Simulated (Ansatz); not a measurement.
# Ge (I4/mmm) in Ansatz: notebook

Aim: see how the results for Ge move with the level of theory and the settings. Levels: PBE, PBEsol. Tasks: phonons, elastic constants.

Everything below comes from runs of Ansatz 0.2.0. Logs are shortened: lines on timing, memory, paths and dates and some standing lists are left out, and cuts for length are marked.

### 1 Starting point

It takes space group I4/mmm (No. 139, tetragonal). Conventional cell: a = 3.217 Å, b = 3.217 Å, c = 3.746 Å, α = 90.00°, β = 90.00°, γ = 90.00°. Ge (site symmetry 4/mmm) is surrounded by 12 Ge at 2.95 to 3.22 Å.

The cell was built by a generator and needn't be a form met in nature.

### 2 Phonons, PBE

File input.yaml:

```yaml
crystal:
  lattice:
    - [-1.60842, 1.60842, 1.87318]
    - [1.60842, -1.60842, 1.87318]
    - [1.60842, 1.60842, -1.87318]
  atoms:
    - { symbol: Ge, position: [0.5, 0.5, 0.0] }
hamiltonian:
  xc: pbe
  pseudopotentials: { kind: paw }
kpoints:
  mp_grid: { grid: [9, 9, 9] }
scf:
  occupations: { method: fermi_dirac, width: 0.05 }
phonons:
  method: dfpt
```

Potentials or basis: Ansatz PAW.

Command:

```
> ansatz run input.yaml --threads 2 --pin off --max-ram 5632MiB --backend cpu --events-out ev --progress --plain --runs-dir out
```

The log of the run:

```text
Warning: RAYON_NUM_THREADS=2 ignored (pool sized by the plan → 2); use --threads N
zone centre: on kpoints.mp_grid the ground state, and the responses unless they are solved on pairs of k-points, stand on 125 of the mesh's 729 k-points, reduced under 8 symmetry operations, with k and −k counted as one. Each operation leaves every solved displacement unchanged or reverses it
Engine: ansatz 0.2.0, aarch64-unknown-linux-gnu
Pseudopotentials: kind: paw
Pseudopotential: Ge, paw, valence charge 14, recommended cutoff 420 eV (normal), Ge.paw.azcp
Functional definition: PBE
  parameter kappa = 0.804
  parameter beta = 0.06672455060314922
  exchange = pbe_x(kappa = kappa, mu = beta*pi^2/3)
  correlation = pbe_c(beta = beta)
Crystal: 1 atoms, lattice volume = 19.384 Å³
Basis set: ecut = 420 eV, 363 PW (Γ), exchange–correlation on 40×40×40 points (8 copies of the dense FFT grid, shifted against one another)
Bands: 11, of which v1, the nominal top of the filled ones, is band 7 counted from 1 (6 counted from 0)
Symmetry: 16 space group operations
k-points: 125 of 729 (irreducible under 8 space group operations)
Non-local potential: Ge, projectors of the file, l = 0: 2, l = 1: 2, l = 2: 3, l = 3: 1
PAW form: soft (Blöchl's): semilocal exchange-correlation on the pseudo side does not see the compensation charge
PAW one-centre angular grid: Ge, 590 points (default); XC on 64 Gauss nodes
Initial density: superposition of atomic densities (neutral atoms: chi_scale 0, normalization atom), corrected by the library's trained network
Initial wavefunctions: pseudopotential atomic-orbital guess
Functional: x = pbe(κ = 0.804, μ = 0.2195149727645171), c = pbe(β = 0.06672455060314922)
SCF iter   1: F=—  HF=-4294.645583 eV  |F-HF|=—  |Δ(HF+E_count)|=         —  Δρ=1.28e-3  dr2=2.23e-4  ethr=1.77e-3  ⟨swp⟩=5.5  Hψ=7817  notcnv=0
preconditioner: auto → none  [insulator: Δε(μ)=0.130 eV  Ē_g=26.891 eV  σ=0.050 eV  W_gap=0.54  n_scr=8 (ndim 8)  ℏωp=31.6 eV  f_vac=0.000  D(μ)=0.77/eV (n_scr^D=8)  ε∞_Penn≈2.4]
SCF iter   2: F=—  HF=-4294.645416 eV  |F-HF|=—  |Δ(HF+E_count)|=   1.67e-4  Δρ=5.90e-4  dr2=5.10e-5  ethr=1.59e-6  ⟨swp⟩=2.7  Hψ=3176  notcnv=0
SCF iter   3: F=—  HF=-4294.645429 eV  |F-HF|=—  |Δ(HF+E_count)|=   1.30e-5  Δρ=2.48e-4  dr2=6.47e-6  ethr=3.64e-7  ⟨swp⟩=2.0  Hψ=2217  notcnv=0
SCF iter   4: F=—  HF=-4294.645421 eV  |F-HF|=—  |Δ(HF+E_count)|=   8.05e-6  Δρ=5.56e-5  dr2=3.61e-7  ethr=4.62e-8  ⟨swp⟩=2.0  Hψ=2210  notcnv=0
SCF iter   5: F=—  HF=-4294.645421 eV  |F-HF|=—  |Δ(HF+E_count)|=   5.91e-7  Δρ=9.83e-6  dr2=1.03e-8  ethr=2.58e-9  ⟨swp⟩=2.0  Hψ=2217  notcnv=0
SCF iter   6: F=—  HF=-4294.645421 eV  |F-HF|=—  |Δ(HF+E_count)|=   2.48e-9  Δρ=2.85e-6  dr2=1.41e-9  ethr=7.34e-11  ⟨swp⟩=2.0  Hψ=2217  notcnv=0
SCF iter   7: F=—  HF=-4294.645421 eV  |F-HF|=—  |Δ(HF+E_count)|=   1.32e-9  Δρ=7.61e-7  dr2=1.12e-10  ethr=1.01e-11  ⟨swp⟩=2.0  Hψ=2217  notcnv=0
SCF iter   8: F=-4294.645421 eV  HF=-4294.645421 eV  |F-HF|=2.73e-12  |Δ(HF+E_count)|=  1.15e-10  Δρ=7.85e-8  dr2=1.22e-12  ethr=1.00e-12  ⟨swp⟩=5.4  Hψ=5043  notcnv=0
SCF 1 converged in 8 iterations: F = -4294.645421 eV  dr2 = 1.22e-12
DFPT response loops at Γ: preconditioner auto → Kerker (q_TF=auto, 2.584 Å⁻¹) (partly filled bands, converged f_vac=0.000); β = 1.00, the filter's whole step (`scf.mixing.beta` (0.50) is not read by the response loops under this deck's `scf.mixing.preconditioner`; to damp them name `kerker` or `kerker_dos`, under which they read `scf.mixing.beta`, and type it under 1.00, their step now; both keys bind the ground state too); Broyden in place of MSR1
SCF converged after 8 iterations
Free energy (F): -4294.645421 eV
Harris-Foulkes:  -4294.645421 eV  (|F-HF|=2.73e-12)
Internal energy: -4294.638941 eV  (E = F + TS)
E sigma→0 (E₀):  -4294.642181 eV
Entropy (-TS):   -0.006481 eV (-6.481 meV/atom)
Fermi energy:    10.739845 eV
--- Per-component energies (eV) ---
  E_band       = -118.198195
  E_kinetic    = 109.821492
  E_local      = -2148.628608  (includes V_loc(G=0)·N_el)
  E_nonlocal   = 414.856309
  E_hartree    = 937.914887
  E_xc         = -75.448967
  E_vxc        = -64.306132  (∫ρ·V_xc dr)
  E_paw        = -2015.986950  (= ΣΔE_a)
  E_vpaw       = -305.771418  (= ΣTr[D̂ρ^β])
  E_aug_tail   = 0.000324  (compensation charges beyond the density's cutoff)
  E_ewald      = -1517.167428
  E_smearing   = -0.006481  (= −TS)
  E_closure    = 0.000000  (closes the sum)
  Σ components = -4294.645421   (vs F -4294.645421, Δ=0.00e0)
--- Band table (eV; the first three rows and the last of 125) ---
  k-point 0: bands = ["-14.0376", "-14.0376", "-14.0185", "-13.9853", "-13.9489", "-2.2370", "19.3088", "19.6097", "19.6097", "24.5359", "24.5359"]
  k-point 1: bands = ["-14.0421", "-14.0224", "-14.0175", "-13.9818", "-13.9510", "-1.8835", "17.9895", "18.0313", "18.7747", "22.5843", "24.0193"]
  k-point 2: bands = ["-14.0535", "-14.0196", "-13.9836", "-13.9726", "-13.9525", "-0.8242", "14.4284", "16.1388", "17.2966", "20.6411", "20.9968"]
  k-point 124: bands = ["-14.0590", "-14.0388", "-13.9416", "-13.9216", "-13.9194", "6.9089", "8.5003", "10.4872", "11.6644", "15.6344", "17.4958"]
--- Phonons (Γ-DFPT): 2 representative perturbations + reference, on 125 of 729 k-points (Σ response iterations 6) ---
  k mesh reduced under 8 symmetry operations, with k and −k counted as one. Each operation leaves every solved displacement unchanged or reverses it
  ASR residual: 5.842e-5 → 0.000e0 eV/Å²; symmetrization residual: 1.297e-20 eV/Å²
  ASR residual per site (eV/Å²): 5.84e-5
  Γ frequencies (cm⁻¹): 0.00 0.00 0.00
  non-analytic LO–TO correction: not included (Born effective charges unavailable; polar crystals: no LO–TO splitting at Γ)
```

It took 3.8 s on 2 threads of Arm Neoverse V1, shared host; peak memory 0.35 GiB.

What came out:

```
Free energy            : -4294.6454 eV
Band gap on the k mesh : none (metal or under the smearing width)
```

Levels at points of the mesh, in eV from the Fermi level:
| k point | band 4 | band 5 | band 6 | band 7 | band 8 | band 9 | band 10 | band 11 |
| --- | --- | --- | --- | --- | --- | --- | --- | --- |
| (0.00, 0.00, 0.00) | -24.73 | -24.69 | -12.98 | 8.57 | 8.87 | 8.87 | 13.80 | 13.80 |

### 3 Elastic constants, PBE

input.yaml, as its differences from that of step 2:

```diff
@@ -14,3 +14,7 @@
   occupations: { method: fermi_dirac, width: 0.05 }
-phonons:
-  method: dfpt
+output:
+  forces: true
+  stress: true
+elastic:
+  mode: relaxed_ion
+  stencil: two_point
```

Potentials or basis: Ansatz PAW.

Command:

```
> ansatz run input.yaml --threads 2 --pin off --max-ram 5632MiB --backend cpu --events-out ev --progress --plain --runs-dir out
```

Wall time 9.2 s (2 threads of Arm Neoverse V1, shared host); peak memory 0.32 GiB.

The run converged. Its results:

```
Free energy            : -4294.6454 eV
Pressure               : -0.3 GPa
Band gap on the k mesh : none (metal or under the smearing width)
Voigt bulk modulus     : 61 GPa
```

Stress tensor (GPa, compression positive):
```
 0.71  0.00  0.00
 0.00  0.71  0.00
 0.00  0.00 -2.30
```

Levels at points of the mesh, in eV from the Fermi level:
```tsv
k point	band 4	band 5	band 6	band 7	band 8	band 9	band 10	band 11
(0.00, 0.00, 0.00)	-24.73	-24.69	-12.98	8.57	8.87	8.87	13.80	13.80
```

Elastic tensor in Voigt notation (GPa, in the Cartesian axes of the cell as first typed):
```
-56 176  85   0   0   0
176 -56  85   0   0   0
 81  81 -23   0   0   0
  0   0   0   9   0   0
  0   0   0   0   9   0
  0   0   0   0   0 -32
```

Caveat: the elastic tensor has a negative eigenvalue, so either the cell is unstable as it stands or the mesh is too thin.

### 4 Phonons, PBEsol

input.yaml, as its differences from that of step 3:

```diff
@@ -8,3 +8,3 @@
 hamiltonian:
-  xc: pbe
+  xc: pbesol
   pseudopotentials: { kind: paw }
@@ -14,7 +14,3 @@
   occupations: { method: fermi_dirac, width: 0.05 }
-output:
-  forces: true
-  stress: true
-elastic:
-  mode: relaxed_ion
-  stencil: two_point
+phonons:
+  method: dfpt
```

Potentials or basis: Ansatz PAW.

Command:

```
> ansatz run input.yaml --threads 2 --pin off --max-ram 5632MiB --backend cpu --events-out ev --progress --plain --runs-dir out
```

The log of the run:

```text
Warning: RAYON_NUM_THREADS=2 ignored (pool sized by the plan → 2); use --threads N
zone centre: on kpoints.mp_grid the ground state, and the responses unless they are solved on pairs of k-points, stand on 125 of the mesh's 729 k-points, reduced under 8 symmetry operations, with k and −k counted as one. Each operation leaves every solved displacement unchanged or reverses it
[... 3 set-up lines as earlier in the session ...]
Functional definition: PBEsol
  exchange = pbesol_x
  correlation = pbesol_c
Crystal: 1 atoms, lattice volume = 19.384 Å³
Basis set: ecut = 420 eV, 363 PW (Γ), exchange–correlation on 40×40×40 points (8 copies of the dense FFT grid, shifted against one another)
Bands: 11, of which v1, the nominal top of the filled ones, is band 7 counted from 1 (6 counted from 0)
[... 1 set-up line as earlier in the session ...]
k-points: 125 of 729 (irreducible under 8 space group operations)
[... 1 set-up line as earlier in the session ...]
[... 30 lines left out ...]
  E_vxc        = -64.453888  (∫ρ·V_xc dr)
  E_paw        = -1975.233205  (= ΣΔE_a)
  E_vpaw       = -306.101052  (= ΣTr[D̂ρ^β])
  E_aug_tail   = 0.000318  (compensation charges beyond the density's cutoff)
  E_ewald      = -1517.167428
  E_core_change = 0.917936  (= ΣΔE_core)
  E_smearing   = -0.006498  (= −TS)
  E_closure    = 0.000000  (closes the sum)
  Σ components = -4253.205149   (vs F -4253.205149, Δ=0.00e0)
--- Band table (eV; the first three rows and the last of 125) ---
  k-point 0: bands = ["-14.1510", "-14.1510", "-14.1312", "-14.0979", "-14.0619", "-2.3853", "19.1560", "19.4541", "19.4541", "24.3977", "24.3977"]
  k-point 1: bands = ["-14.1555", "-14.1357", "-14.1303", "-14.0944", "-14.0639", "-2.0317", "17.8363", "17.8817", "18.6178", "22.4426", "23.8559"]
  k-point 2: bands = ["-14.1670", "-14.1324", "-14.0968", "-14.0852", "-14.0654", "-0.9724", "14.2783", "15.9913", "17.1385", "20.4991", "20.8293"]
  k-point 124: bands = ["-14.1720", "-14.1523", "-14.0541", "-14.0346", "-14.0324", "6.7620", "8.3560", "10.3345", "11.5160", "15.4686", "17.3395"]
--- Phonons (Γ-DFPT): 2 representative perturbations + reference, on 125 of 729 k-points (Σ response iterations 6) ---
  k mesh reduced under 8 symmetry operations, with k and −k counted as one. Each operation leaves every solved displacement unchanged or reverses it
  ASR residual: 1.509e-5 → 0.000e0 eV/Å²; symmetrization residual: 2.711e-20 eV/Å²
  ASR residual per site (eV/Å²): 1.51e-5
  Γ frequencies (cm⁻¹): 0.00 0.00 0.00
  non-analytic LO–TO correction: not included (Born effective charges unavailable; polar crystals: no LO–TO splitting at Γ)
```

second_order_force_constants.tsv:

```text
# format = ansatz-second-order-force-constants/2
# a1_ang = -1.60842e0 1.60842e0 1.87318e0
# a2_ang = 1.60842e0 -1.60842e0 1.87318e0
# a3_ang = 1.60842e0 1.60842e0 -1.87318e0
# n_basis = 1
# site_fields = element frac_a1 frac_a2 frac_a3 mass_amu
# site 0 = Ge 5e-1 5e-1 0e0 7.263e1
# supercell = 1 1 1
# site_rule = site = cell*n_basis + kappa, cell = (t1*n2 + t2)*n3 + t3, with n1 n2 n3 from the supercell key
# method = dfpt
# k_mesh = 9 9 9
# k_mesh_shift = 0 0 0
# occupation_method = fermi_dirac
# smearing_width_ev = 5e-2
# n_rotations = 16
# rotation 0 = -1 0 0 -1 0 1 -1 1 0
# rotation 1 = -1 0 0 0 -1 0 0 0 -1
# rotation 2 = -1 0 1 -1 0 0 -1 1 0
# rotation 3 = -1 0 1 0 -1 1 0 0 1
# rotation 4 = 0 -1 0 -1 0 0 0 0 -1
# rotation 5 = 0 -1 0 0 -1 1 1 -1 0
[... 8 lines left out ...]
# rotation 14 = 1 0 0 0 1 0 0 0 1
# rotation 15 = 1 0 0 1 0 -1 1 -1 0
# asr_row_sum_pre_ev_ang2 0 = -1.5091219458862605e-5 2.350988701644575e-38 -8.552847072295026e-50 2.350988701644575e-38 -1.5091219458862605e-5 0e0 -8.552847072295026e-50 0e0 -7.498894988688942e-6
# asr_residual_pre_ev_ang2 = 1.5091219458862605e-5
# asr_residual_post_ev_ang2 = 0e0
# symmetrization_residual_ev_ang2 = 2.7105054312186915e-20
# units = eV/Å^2
# kappa	j	t1	t2	t3	kappa_j	phi_xx	phi_xy	phi_xz	phi_yx	phi_yy	phi_yz	phi_zx	phi_zy	phi_zz
0	0	0	0	0	0	0e0	0e0	0e0	0e0	0e0	0e0	0e0	0e0	0e0
```

It took 3.7 s on 2 threads of Arm Neoverse V1, shared host; peak memory 0.35 GiB.

Results:

- Free energy: -4253.2051 eV
- Band gap on the k mesh: none (metal or under the smearing width)

Caveat: the PAW data sets come from PBE, with cores solved anew for the run's functional, which leaves a small shift of forces and pressure.

### 5 Elastic constants, PBEsol

input.yaml, as its differences from that of step 4:

```diff
@@ -14,3 +14,7 @@
   occupations: { method: fermi_dirac, width: 0.05 }
-phonons:
-  method: dfpt
+output:
+  forces: true
+  stress: true
+elastic:
+  mode: relaxed_ion
+  stencil: two_point
```

Command:

```
> ansatz run input.yaml --threads 2 --pin off --max-ram 5632MiB --backend cpu --events-out ev --progress --plain --runs-dir out
```

Run time: 9.1 s. Hardware: 2 threads of Arm Neoverse V1, shared host; peak memory 0.32 GiB.

It converged, with:

* Free energy: -4253.2051 eV
* Pressure: -3.8 GPa
* Band gap on the k mesh: none (metal or under the smearing width)
* Voigt bulk modulus: 56 GPa

Stress tensor (GPa, compression positive):
```
-2.74  0.00  0.00
 0.00 -2.74  0.00
 0.00  0.00 -5.80
```

Levels at points of the mesh, in eV from the Fermi level:
| k point | band 5 | band 6 | band 7 | band 8 | band 9 | band 10 |
| --- | --- | --- | --- | --- | --- | --- |
| (0.00, 0.00, 0.00) | -24.65 | -12.97 | 8.57 | 8.86 | 8.86 | 13.81 |

Elastic tensor in Voigt notation (GPa, in the Cartesian axes of the cell as first typed):
```
-63 170  81   0   0   0
170 -63  81   0   0   0
 78  78 -32   0   0   0
  0   0   0   8   0   0
  0   0   0   0   8   0
  0   0   0   0   0 -33
```

Caveat: the cell is more than 3 GPa from zero pressure, which shifts response properties; the elastic tensor has a negative eigenvalue, so either the cell is unstable as it stands or the mesh is too thin; the PAW data sets come from PBE, with cores solved anew for the run's functional, which leaves a small shift of forces and pressure.

### 6 The runs side by side

| task | level | atoms under strain | gap on the mesh (eV) | pressure (GPa) |
| --- | --- | --- | --- | --- |
| phonons | PBE | - | none | - |
| elastic constants | PBE | relaxed | none | -0.3 |
| phonons | PBEsol | - | none | - |
| elastic constants | PBEsol | relaxed | none | -3.8 |

Alike in all rows: potentials or basis Ansatz PAW; no spin polarisation; cell as given; k mesh 9 × 9 × 9; cutoff (eV) 420; smearing fermi-dirac 0.05 eV.

Every run on the cell as given and a fine mesh finds a metal.

Caveats: the elastic tensor has a negative eigenvalue, so either the cell is unstable as it stands or the mesh is too thin (some runs); the PAW data sets come from PBE, with cores solved anew for the run's functional, which leaves a small shift of forces and pressure (some runs); the cell is more than 3 GPa from zero pressure, which shifts response properties (some runs).

Absolute energies hang on the potentials; compare differences alone.
